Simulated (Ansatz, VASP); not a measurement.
# One calculation of BN, two programs

File INCAR:

```
ALGO = Normal ; EDIFF = 1E-7
ENCUT = 520 ; GGA = PE
ISIF = 2 ; ISMEAR = 0
LASPH = True ; LCHARG = True
LELF = True ; LREAL = False
LVHAR = True ; LWAVE = False
NBANDS = 16 ; NELM = 60
PREC = Accurate ; SIGMA = 0.02
```

KPOINTS

```
k-points
0
Gamma
  12 12 6
```

POSCAR

```
BN
1.0
    2.4635556792     -0.0112628736      0.0062826914
   -1.2415317743      2.1633079566     -0.0114133901
    0.0103980633     -0.0158084377      4.0428600018
B N
2 2
Direct
    0.6569869025      0.3911330198      0.9850203965
    0.3052424530      0.6099837295      0.5265903108
    0.7040694651      0.3795947839      0.6292316597
    0.3337011795      0.6192884668      0.1091599989
```

Input for Ansatz:

```yaml
crystal:
  lattice:
    - [2.4635556792, -0.0112628736, 0.0062826914]
    - [-1.2415317743, 2.1633079566, -0.0114133901]
    - [0.0103980633, -0.0158084377, 4.0428600018]
  atoms:
    - { symbol: B, position: [0.6569869025, 0.3911330198, 0.9850203965] }
    - { symbol: B, position: [0.305242453, 0.6099837295, 0.5265903108] }
    - { symbol: "N", position: [0.7040694651, 0.3795947839, 0.6292316597] }
    - { symbol: "N", position: [0.3337011795, 0.6192884668, 0.1091599989] }
basis:
  ecutwfc: 420
kpoints:
  mp_grid: { grid: [12, 12, 6] }
hamiltonian:
  xc: pbe
scf:
  occupations: { method: gaussian, width: 0.02 }
output:
  forces: true
  stress: true
  eigenvalues: true
```

Change from the starting cell: all atoms moved at random, cell strained at random.

Alike in both runs: task single point; functional PBE; k mesh 12 × 12 × 6; occupations gaussian, width 0.02 eV; no spin polarisation.

|  | VASP | Ansatz |
| --- | --- | --- |
| version | VASP 6.6.1 | Ansatz 0.2.0 |
| potentials or method | VASP PAW PBE potentials, release 64 (B, N) | scalar-relativistic, plane waves, PAW |
| plane-wave cutoff (eV) | 520 | 420 |
| valence electrons in the cell | 16 | 16 |

Ansatz gave:

* gap on the k mesh at the Fermi level (eV): 3.60
* least direct gap on the mesh (eV): 5.93
* pressure (GPa): 82.7
* largest component of the traceless stress (GPa): 33.96
* rms of the force components (eV/Å): 5.032

Task: What did VASP give for the same quantities?

Result: gap on the k mesh at the Fermi level (eV): 3.59; least direct gap on the mesh (eV): 5.93; pressure (GPa): 83.0; largest component of the traceless stress (GPa): 34.24; rms of the force components (eV/Å): 5.038.

Atom by atom the forces differ by 0.015 eV/Å (rms over components).

Caveats: the cell as given lies far from equilibrium; so large a pressure means that the cell lies far from this level's equilibrium, or that cutoff or potentials fall short (VASP); forces of over 1 eV/Å show positions far from the minimum, so gaps and moduli don't describe the material at rest. A k mesh can miss the band edges.
